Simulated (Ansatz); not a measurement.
Crystal: BeTe.

```
Te Be
1.0
     0.00000    2.77000    2.77000
     2.77000    0.00000    2.77000
     2.77000    2.77000    0.00000
Te Be
1 1
Direct
  0.75000 0.75000 0.75000
  0.00000 0.00000 0.00000
```

Base run:

* Program: Ansatz 0.2.0
* Functional: LDA
* Potentials or basis: Ansatz PAW
* Cutoff: 420 eV (not typed: the program's choice for these potentials)
* k mesh: 8 × 8 × 8
* Occupations: fermi-dirac, width 0.05 eV
* Spin: no spin polarisation

Its results: band gap on the k mesh 1.77 eV, indirect (least direct gap 3.58 eV); pressure 0.5 GPa.

**Question.** The run is repeated on the same cell with these changes: functional from LDA to PBEsol. What comes out?

**Answer.** Band gap on the k mesh 1.75 eV, indirect (least direct gap 3.58 eV); pressure 2.3 GPa.

PBEsol binds less tightly than LDA, so the same cell stands under more pressure.

Caveats: spin-orbit coupling is left out, which moves the levels of the heavy elements; the PAW data sets come from PBE, with cores solved anew for the run's functional, which leaves a small shift of forces and pressure.
